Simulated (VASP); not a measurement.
**BaO: relaxation of cell and atoms with PBEsol**

The system is BaO.

```xyz
2
Lattice="0.0000 2.7904 2.7904 2.7904 0.0000 2.7904 2.7904 2.7904 0.0000" Properties=species:S:1:pos:R:3 pbc="T T T"
Ba    0.0000    0.0000    0.0000
O     2.7904    2.7904    2.7904
```

The cell is a database's computed one.

```yaml
Program: VASP 6.6.1
Task: relaxation of cell and atoms
Functional: PBEsol
Potentials_or_basis: VASP PAW PBE potentials, release 64 (Ba_sv, O_s)
Cutoff: 480 eV
k_mesh: 8 × 8 × 8
Occupations: gaussian, width 0.02 eV
Spin: no spin polarisation
Further_INCAR_settings: ALGO = Normal; EDIFF = 1e-07; IBRION = 2; EDIFFG = -0.005; NSW = 90; ISIF = 3
```

```json
{"Relaxed volume": "21.17 Å³/atom", "Relaxed cell": "a = 3.912 Å, b = 3.912 Å, c = 3.912 Å, α = 60.00°, β = 60.00°, γ = 60.00°", "Space group after relaxing (to 0.05 Å)": "Fm-3m (No. 225)", "Energy gained by relaxing": "3.4 meV/atom", "Ionic steps": "3", "Pressure after relaxing": "0.0 GPa", "Band gap on the k mesh": "1.86 eV, direct"}
```

Step by step:
```csv
step,energy change (eV),largest force (eV/Å),pressure (GPa),volume (Å³)
1,0.0000,0.0000,-1.89,43.45
2,-0.0054,0.0000,0.90,41.86
3,-0.0068,0.0000,0.00,42.34
```

Final structure:
```cif
data_structure
_symmetry_space_group_name_H-M 'P 1'
_symmetry_Int_Tables_number 1
_cell_length_a 3.9121
_cell_length_b 3.9121
_cell_length_c 3.9121
_cell_angle_alpha 60.000
_cell_angle_beta 60.000
_cell_angle_gamma 60.000
_cell_volume 42.34
loop_
_atom_site_label
_atom_site_type_symbol
_atom_site_fract_x
_atom_site_fract_y
_atom_site_fract_z
_atom_site_occupancy
Ba1 Ba 0.00000 0.00000 0.00000 1
O1 O 0.50000 0.50000 0.50000 1
```

Levels at points of the mesh, in eV from the valence-band top:
```csv
k point,band 4,band 5,band 6,band 7,band 8,band 9,band 10,band 11,band 12
"(0.00, 0.00, 0.00)",-10.32,-10.32,-0.36,-0.36,-0.36,3.38,4.64,4.64,4.64
"(0.50, 0.00, 0.00)",-10.45,-10.45,-2.07,-1.52,-1.52,4.87,7.16,7.16,8.03
"(0.50, 0.50, 0.00)",-10.93,-10.93,-0.17,-0.17,0.00,1.86,5.94,8.92,9.24
```

Run time: 20 s on 1 thread of Intel(R) Xeon(R) Platinum 8559C (Emerald Rapids) (shared host), peak memory 0.17 GiB.

Caveat: the PAW data sets were made with another functional, which shifts forces and pressure a little; spin-orbit coupling is left out, which moves the levels of the heavy elements. Expect the measured gap to be larger: semilocal functionals such as PBEsol lack the derivative discontinuity.
